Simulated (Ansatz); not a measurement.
# MoS2: the cost of one run

Program: Ansatz 0.2.0. Level of theory: DFT PBE+D3(BJ), scalar-relativistic, plane waves, PAW. These are calculated values, not measurements.

The COD entry's cell or inner coordinates are ideal or old and differ from later refinements, so a difference from it is no clean test against experiment.

### 1 The structure to begin with

It takes space group R-3m (No. 166, trigonal). Conventional cell: a = 3.171 Å, b = 3.171 Å, c = 18.345 Å, α = 90.00°, β = 90.00°, γ = 120.00°. Mo (site symmetry -3m) has 6 S at 2.39 Å as nearest neighbours. S (site symmetry 3m) has 3 Mo at 2.39 Å as nearest neighbours.

Structure file:

```cif
data_structure
_symmetry_space_group_name_H-M 'P 1'
_symmetry_Int_Tables_number 1
_cell_length_a 6.3832
_cell_length_b 6.3832
_cell_length_c 6.3832
_cell_angle_alpha 28.764
_cell_angle_beta 28.764
_cell_angle_gamma 28.764
_cell_volume 53.25
loop_
_atom_site_label
_atom_site_type_symbol
_atom_site_fract_x
_atom_site_fract_y
_atom_site_fract_z
_atom_site_occupancy
Mo1 Mo 0.00000 0.00000 0.00000 1
S1 S 0.75000 0.75000 0.75000 1
S2 S 0.25000 0.25000 0.25000 1
```

Source of the structure: the Crystallography Open Database.

(A quick probe on a coarse mesh, which set the mesh and smearing, is not shown.)

### 3 Coarse relaxation

input.yaml

```yaml
crystal:
  lattice:
    - [1.5855, 0.9153888518, 6.1149966667]
    - [-1.5855, 0.9153888518, 6.1149966667]
    - [0.0, -1.8307777036, 6.1149966667]
  atoms:
    - { symbol: Mo, position: [0.0, 0.0, 0.0] }
    - { symbol: S, position: [0.75, 0.75, 0.75] }
    - { symbol: S, position: [0.25, 0.25, 0.25] }
basis:
  ecutwfc: 420
kpoints:
  mp_grid: { grid: [6, 6, 6] }
hamiltonian:
  xc: pbe
  dispersion: d3bj
scf:
  occupations: { method: gaussian, width: 0.1 }
output:
  forces: true
  stress: true
  eigenvalues: true
relax:
  adjacent_minimum: "off"
  f_tol: 0.05
  max_steps: 70
  cell: { stress_tol: 0.5 }
```

Command:

```
ansatz run input.yaml --threads 2 --pin off --max-ram 5120MiB --backend cpu --events-out ev --progress --plain --runs-dir out
```

Q: Estimate wall time and peak memory on 2 threads of Arm Neoverse V1, shared host.

About 5.3 s, with a peak of 0.34 GiB.
